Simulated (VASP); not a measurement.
# RuS2 (R-3m) in VASP: further runs, part 2 of 2

VASP 6.6.1. Earlier steps stand in the parts before.

## (3) Single point, LDA+U, collinear spin, random start

INCAR

```
PREC = Accurate
ENCUT = 520
EDIFF = 1E-7
ISMEAR = 0
SIGMA = 0.05
LREAL = F
LASPH = T
NELM = 100
ALGO = Fast
ISIF = 2
LWAVE = F
LCHARG = F
ISPIN = 2
MAGMOM = 0.1 0 0
LORBIT = 11
LMAXMIX = 4
LDAU = T
LDAUTYPE = 2
LDAUL = 2 -1
LDAUU = 8 0
LDAUJ = 0 0
LDAUPRINT = 1
GGA = CA
```

KPOINTS

```
Automatic mesh
0
Gamma
  6 6 6
```

POSCAR

```
RuS2
1.0
    1.8145504000      1.0476311600      5.4860692600
   -1.8145504000      1.0476311600      5.4860692600
    0.0000000000     -2.0952623200      5.4860692600
Ru S
1 2
Direct
    0.0000000000      0.0000000000      0.0000000000
    0.2520000000      0.2520000000      0.2520000000
    0.7480000000      0.7480000000      0.7480000000
```

Potentials or basis: VASP PAW LDA potentials, release 64 (Ru_pv, S).

Launch:

```console
cat potpaw_LDA.64/Ru_pv/POTCAR potpaw_LDA.64/S/POTCAR > POTCAR
mpirun -np 1 vasp_std > vasp.out
```

OUTCAR:

```text
PREC = Accurate
   ENCUT = 520
   EDIFF = 1E-7
   ISMEAR = 0
   LREAL = F
   LASPH = T
   NELM = 100
   ISIF = 2
   ISPIN = 2
   LORBIT = 11
   GGA = CA

 ion  position               nearest neighbor table
   1  0.000  0.000  0.000-   3 2.49   2 2.49   3 2.49   3 2.49   2 2.49   2 2.49
   2  0.252  0.252  0.252-   1 2.49   1 2.49   1 2.49
   3  0.748  0.748  0.748-   1 2.49   1 2.49   1 2.49

  LATTYP: Found a trigonal (rhomboedric) cell.
 ALAT       =     5.8725701466
 COS(alpha) =     0.8090535277

  Lattice vectors:

 A1 = (   1.8145504000,   1.0476311600,   5.4860692600)
 A2 = (  -1.8145504000,   1.0476311600,   5.4860692600)
 A3 = (   0.0000000000,  -2.0952623200,   5.4860692600)

Analysis of symmetry for initial positions (statically):
=====================================================================
 Subroutine PRICEL returns:
 Original cell was already a primitive cell.

 Routine SETGRP: Setting up the symmetry group for a
 trigonal (rhombohedral) supercell.

 Subroutine GETGRP returns: Found 12 space group operations
 (whereof 12 operations were pure point group operations)
 out of a pool of 12 trial point group operations.

The static configuration has the point symmetry D_3d.

Analysis of symmetry for dynamics (positions and initial velocities):
=====================================================================
 Subroutine PRICEL returns:
 Original cell was already a primitive cell.

 Routine SETGRP: Setting up the symmetry group for a
 trigonal (rhombohedral) supercell.

 Subroutine GETGRP returns: Found 12 space group operations
 (whereof 12 operations were pure point group operations)
 out of a pool of 12 trial point group operations.

The dynamic configuration has the point symmetry D_3d.

Analysis of structural, dynamic, and magnetic symmetry:
=====================================================================
 Subroutine PRICEL returns:
[... 187 lines left out ...]

 number of electron      26.0000003 magnetization       2.0000293

 Free energy of the ion-electron system (eV)
  ---------------------------------------------------
  ext. energy  EPLUGINS =         0.00000000
  ---------------------------------------------------
  free energy    TOTEN  =       -12.73294568 eV

  energy without entropy =      -12.73294566  energy(sigma->0) =      -12.73294567

 E-fermi :   5.1223     XC(G=0): -10.3187

 val. band max:        4.9760839778   @ k =   0.0000   0.0000   0.0000
 cond. band min:       5.2825368466   @ k =   0.5000   0.1667   0.1667
 fundamental gap:      0.3064528689
 Fermi energy:         5.1223195842

 spin component 1

 k-point     1 :       0.0000    0.0000    0.0000
  band No.  band energies     occupation
      1     -39.4008      1.00000
      2     -39.4008      1.00000
      3     -38.4425      1.00000
      4      -8.8172      1.00000
      5      -6.8658      1.00000
      6      -1.8332      1.00000
[... 943 lines left out ...]
      6      -0.1618      1.00000
[... 9 lines left out ...]
     16       8.2176      0.00000
     17      10.8352      0.00000

 [... further k-points ...]

------------------------ aborting loop because EDIFF is reached ----------------------------------------

  FORCE on cell =-STRESS in cart. coord.  units (eV):
  Direction    XX          YY          ZZ          XY          YZ          ZX
  --------------------------------------------------------------------------------------
  -------------------------------------------------------------------------------------
  Total       -3.9165008     -3.9165008     -1.9915652      0.0000000     -0.0000000     -0.0000000
  in kB     -100.2810396   -100.2810392    -50.9935362      0.0000000     -0.0000000     -0.0000000
  external PRESSURE =     -83.8518717 kB  Pullay stress =       0.0000000 kB

 VOLUME and BASIS-vectors are now :
 -----------------------------------------------------------------------------
  energy-cutoff  :      520.00
  volume of cell :       62.57
      direct lattice vectors                 reciprocal lattice vectors
     1.814550400  1.047631160  5.486069260     0.275550351  0.159089070  0.060759957
    -1.814550400  1.047631160  5.486069260    -0.275550351  0.159089070  0.060759957
     0.000000000 -2.095262320  5.486069260     0.000000000 -0.318178139  0.060759957

 POSITION                                       TOTAL-FORCE (eV/Angst)
 -----------------------------------------------------------------------------------
      0.00000      0.00000      0.00000        -0.000000      0.000000      0.000000
      0.00000      0.00000      4.14747         0.000000      0.000000      0.703027
      0.00000      0.00000     12.31074         0.000000      0.000000     -0.703027
 -----------------------------------------------------------------------------------
    total drift:                               -0.000000      0.000000     -0.000000

  FREE ENERGIE OF THE ION-ELECTRON SYSTEM (eV)
  ---------------------------------------------------
  free  energy   TOTEN  =       -12.7329456832 eV

  energy  without entropy=      -12.7329456569  energy(sigma->0) =      -12.73294567

 total charge

# of ion       s       p       d       tot
------------------------------------------
    1        0.322   6.251   5.757  12.330
    2        1.361   2.280   0.000   3.641
    3        1.361   2.280   0.000   3.641
--------------------------------------------------
tot          3.043  10.811   5.757  19.612

 magnetization (x)

# of ion       s       p       d       tot
------------------------------------------
    1        0.030   0.026   2.223   2.279
    2        0.002  -0.123   0.000  -0.122
    3        0.002  -0.123   0.000  -0.122
--------------------------------------------------
tot          0.033  -0.221   2.223   2.036
```

OSZICAR:

```text
N       E                     dE             d eps       ncg     rms          rms(c)
DAV:   1     0.185111662336E+03    0.18511E+03   -0.13876E+04  2400   0.137E+03
DAV:   2    -0.400925070200E+01   -0.18912E+03   -0.18742E+03  2874   0.330E+02
DAV:   3    -0.108502240178E+02   -0.68410E+01   -0.67597E+01  2421   0.623E+01
[... 18 lines left out ...]
RMM:  22    -0.127329349937E+02   -0.96967E-05   -0.15006E-05  2679   0.192E-02    0.163E-02
RMM:  23    -0.127329422204E+02   -0.72267E-05   -0.47386E-06  2513   0.137E-02    0.676E-03
RMM:  24    -0.127329451988E+02   -0.29784E-05   -0.22110E-06  2229   0.108E-02    0.349E-03
RMM:  25    -0.127329456069E+02   -0.40814E-06   -0.71884E-07  1956   0.537E-03    0.174E-03
RMM:  26    -0.127329456832E+02   -0.76287E-07   -0.21025E-07  1582   0.273E-03
   1 F= -.12732946E+02 E0= -.12732946E+02  d E =-.262920E-07  mag=     1.9999
```

It took 7.4 min on 1 thread of AMD EPYC 7R43 (Zen 3), shared host; peak memory 0.25 GiB.

Results:

```yaml
Free_energy: -12.7329 eV
Pressure: -8.4 GPa
Largest_force: 0.703 eV/Å
Band_gap_on_the_k_mesh: 0.31 eV, indirect (least direct gap 0.85 eV)
Net_moment: 2.00 μB per cell
Site_moments: Ru +2.28; S -0.12 μB
Valence_electrons_inside_the_program's_atomic_spheres: Ru 12.33; S 3.64
```

Forces on the atoms (eV/Å):
```
Ru   0.000  0.000  0.000
S    0.000  0.000  0.703
S    0.000  0.000 -0.703
```

Eigenvalues of the final occupation matrices:
| site | spin | trace | eigenvalues |
| --- | --- | --- | --- |
| site 1 d | 1 | 4.02 | 0.64 0.64 0.90 0.91 0.91 |
| site 1 d | 2 | 1.78 | 0.06 0.06 0.38 0.38 0.89 |
